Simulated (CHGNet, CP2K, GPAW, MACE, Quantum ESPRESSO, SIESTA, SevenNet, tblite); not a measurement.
**Generalised stacking fault on (110) of BePd (80 atoms): other programs against plane waves**

One geometry of generalised stacking fault on (110) of BePd (80 atoms) is solved by several programs and methods. How far do their forces lie from a plane-wave PBE run?

Results are calculated, not measured.

## (1) The cell

The cell holds 80 atoms (40 Be and 40 Pd), with edges of 5.63, 7.96 and 20.00 Å. Recipe: CsCl-type BePd (a = 2.813 Å), cell with z along [110], 2 x 2 x 5 periods; the third cell vector is tilted by 0.750 of [001] and lengthened by 0 Å, so the cell holds one fault; displaced by a Gaussian of 0.01 Å. Then every atom was moved at random, 0.03 Å r.m.s. a Cartesian component. The density is 8.61 g/cm³.

## (2) The reference input

Quantum ESPRESSO 7.5: Kohn-Sham DFT, PBE, SSSP efficiency 1.3.0 pseudopotentials, plane waves. Its input, pw.in:

```
&control
  calculation = 'scf'
  pseudo_dir = './pseudo'
  outdir = './tmp'
  disk_io = 'none'
  tprnfor = .true.
  tstress = .true.
/
&system
  ibrav = 0
  nat = 80
  ntyp = 2
  ecutwfc = 55
  ecutrho = 440
  nosym = .true.
  occupations = 'smearing'
  smearing = 'fd'
  degauss = 0.003675
/
&electrons
  conv_thr = 4.0e-07
  electron_maxstep = 100
  mixing_beta = 0.2
  mixing_mode = 'local-TF'
  diagonalization = 'david'
/
ATOMIC_SPECIES
Be 9.012 Be.upf
Pd 106.420 Pd.upf
CELL_PARAMETERS angstrom
5.62600 0.00000 0.00000
0.00000 7.95637 0.00000
2.10975 0.00000 19.89091
ATOMIC_POSITIONS crystal
Be 0.61801 0.99881 0.99923
Pd 0.20993 0.99751 0.09857
Be 0.11973 0.00236 0.00127
Pd 0.72255 0.00119 0.10046
[... 74 atom lines left out ...]
Be 0.16226 0.75629 0.90068
Pd 0.37437 0.74524 0.00034
K_POINTS gamma
```

```console
$ OMP_NUM_THREADS=1 mpirun -np 4 pw.x -in pw.in > output.txt
```

Elapsed: 2.5 min, on 4 MPI ranks of Arm Neoverse V1, shared host; peak memory 2.7 GiB.

It converged with an r.m.s. force component of 0.37 eV/Å and a pressure of 7.5 GPa.

## (3) The other programs

- CHGNet: machine-learned potential, published weights.
- CP2K 2026.2: Gaussian basis with GTH pseudopotentials and a plane-wave density; labels give functional, basis (MOLOPT sets; SR short-range, UZH the newer set with its own potentials), grid cutoff/relative cutoff and solver (OT: orbital transformation; TRS4, TC2, SIGN: linear-scaling purification with its sparsity filter), or its built-in tight binding.
- GPAW 26.7.0: PAW with atomic orbitals (LCAO), plane waves or a real-space grid of spacing h.
- MACE: machine-learned potential, published weights.
- Quantum ESPRESSO 7.5: plane waves; labels (QE) give functional, pseudopotential set and cutoffs of waves/density.
- SevenNet: machine-learned potential, published weights.
- tblite 0.8.0: extended tight binding, driven from Python.

All use the same cell and atoms, and the electronic-structure runs the same k-mesh.

## (4) All runs compared

Differences are against the reference: forces as r.m.s. over components, share as that over the reference's r.m.s. force, slope as the fitted ratio of a run's forces to the reference's.

```csv
run,"Δ force, r.m.s. (meV/Å)",share (%),slope,Δ pressure (GPa),cores,CPU time,memory (GiB)
reference,-,-,-,-,4,9.9 min,2.7
CHGNet 0.3.0 potential,208,56.5,0.648,-2.69,1,4 s,2.0
"CP2K LDA, DZVP-MOLOPT-SR, 600/50 Ry, diagonalisation",41.5,11.3,0.917,-14.4,4,11 min,4.8
"CP2K PBE+D3, DZVP-MOLOPT-SR, 600/50 Ry, diagonalisation",29.6,8.06,1.030,-6.29,4,11 min,4.8
"CP2K PBE, DZVP-MOLOPT-SR, 600/20 Ry, diagonalisation (coarse)",1125,306,1.227,4.01,4,7.1 min,4.7
"CP2K PBE, DZVP-MOLOPT-SR, 600/50 Ry, diagonalisation",24.4,6.64,1.050,1.60,4,11 min,4.7
"GPAW PBE, plane waves 450 eV",9.82,2.67,1.013,0.216,2,11 min,1.3
MACE MP-0b2 small potential,186,50.5,0.766,-3.48,1,6.4 s,0.7
"QE PBE, sssp-1.3.0-efficiency, 25/200 Ry (coarse)",115,31.4,1.026,-330,2,3.7 min,0.82
SevenNet l3i5 potential,166,45.1,0.721,-3.08,1,11 s,1.9
tblite GFN1-xTB,211,57.3,0.958,14.7,1,8.5 s,0.15
```

Rows marked coarse were listed beforehand as settings not expected to be converged; some can still land near the reference.

Times of the machine-learned potentials are mostly Python's start and the loading of weights.

Runs without a result: SIESTA PBE, DZP, shift 0.01 Ry, mesh 300 Ry (stopped at the start); GPAW PBE, LCAO dzp, h 0.2 Å (cut off at its time limit); CP2K PBE, SZV-MOLOPT-SR, 600/50 Ry, diagonalisation (stopped at the start); SIESTA PBE, SZP, shift 0.01 Ry, mesh 300 Ry (stopped at the start); GPAW PBE, LCAO dzp, h 0.2 Å, other mixer settings (cut off at its time limit); SIESTA PBE, DZP, shift 0.01 Ry, mesh 100 Ry (stopped at the start); GPAW LDA, LCAO dzp, h 0.2 Å (cut off at its time limit).

CPU time is summed over cores on shared hosts, so it is rough.

## (5) What came out

Forces lie from 2.7 % (GPAW PBE, plane waves 450 eV) to 306 % (CP2K PBE, DZVP-MOLOPT-SR, 600/20 Ry, diagonalisation, coarse) of the reference's r.m.s. force of 0.37 eV/Å away from it. Other PBE runs on plane waves or a grid: GPAW PBE, plane waves 450 eV 2.7 % of the r.m.s. force; the reference has errors of its own, so differences under a few per cent don't tell which side is nearer the exact PBE result. The PBE run in local orbitals, coarse settings apart, differs by 6.6 % (CP2K PBE, DZVP-MOLOPT-SR, 600/50 Ry, diagonalisation); basis, grid and potentials can all enter. Tight binding differs by 57 % (tblite GFN1-xTB); it is another model, with fitted parameters of its own, and the xTB methods hold dispersion.

Machine-learned potentials differ by 45 % (SevenNet l3i5 potential) to 57 % (CHGNet 0.3.0 potential); they were trained on other programs' data. The reference samples few k-points for this cell, and its sampling error, which other DFT runs on the same mesh share, can be part of so large a difference. Among those trained on PBE data the slope goes as low as 0.65, with a correlation of 0.83, so directions differ as well as sizes. Rows with another functional or a dispersion term differ by 8.1 % (CP2K PBE+D3, DZVP-MOLOPT-SR, 600/50 Ry, diagonalisation) to 11 % (CP2K LDA, DZVP-MOLOPT-SR, 600/50 Ry, diagonalisation), which mixes the change of model with differences of basis and potentials. Runs with settings chosen to be coarse differ by 31 % (QE PBE, sssp-1.3.0-efficiency, 25/200 Ry) to 306 % (CP2K PBE, DZVP-MOLOPT-SR, 600/20 Ry, diagonalisation), their programs' other errors included. Pressures at PBE, coarse settings apart, lie +0.22 to +1.60 GPa from the reference's. A pressure off by over 25 GPa (QE PBE, sssp-1.3.0-efficiency, 25/200 Ry) is no usable stress for this cell.

**Limits.** Periodic xTB results under one method name differ between programs and library versions. The potentials hold different valence shells: 880 electrons in the reference, 720 in GPAW; this bears on time and differences. The reference's pressure holds the uncorrected Pulay stress of its 55 Ry basis, so small pressure differences may be the reference's own error. Machine-learned potentials mimic data converged in k, so the reference's own k-point error enters their differences. The cell is under 6 Å thick along one periodic direction, so every atom has periodic images of itself close by, which move with it. The reference's stress is far from hydrostatic: its diagonal is 16.6, 0.5, 5.3 GPa, compression counted positive. The host structure and its lattice constant were typed by rule, without a check against the phase diagram. The electronic-structure runs sample only Γ, in a cell whose shortest periodic width is 6 Å, which is coarse for a cell with partly filled levels. The reference's pressure of 7.5 GPa reflects the volume that the recipe set, positions that aren't this level's minimum and the coarse k-sampling. Spin–orbit coupling is left out. Where levels are smeared, the DFT runs use Fermi–Dirac occupations at 580 K (0.05 eV), and energies are free energies. The atoms were displaced at random, and shares hang on the size of the forces that this gives. The reference's cutoffs and mesh weren't converged further here.

[Logs are printed without paths, hosts, clocks, repeated set-up lines and the standing remarks that a program may print on its own settings, such as how far it seeks lower states.]

[Hosts, paths, dates, database ids (printed as entryN), source tags and the programs' standing remarks are cut or masked in the printed files.]

[Cells were taken only where this reference lay near another plane-wave run.]
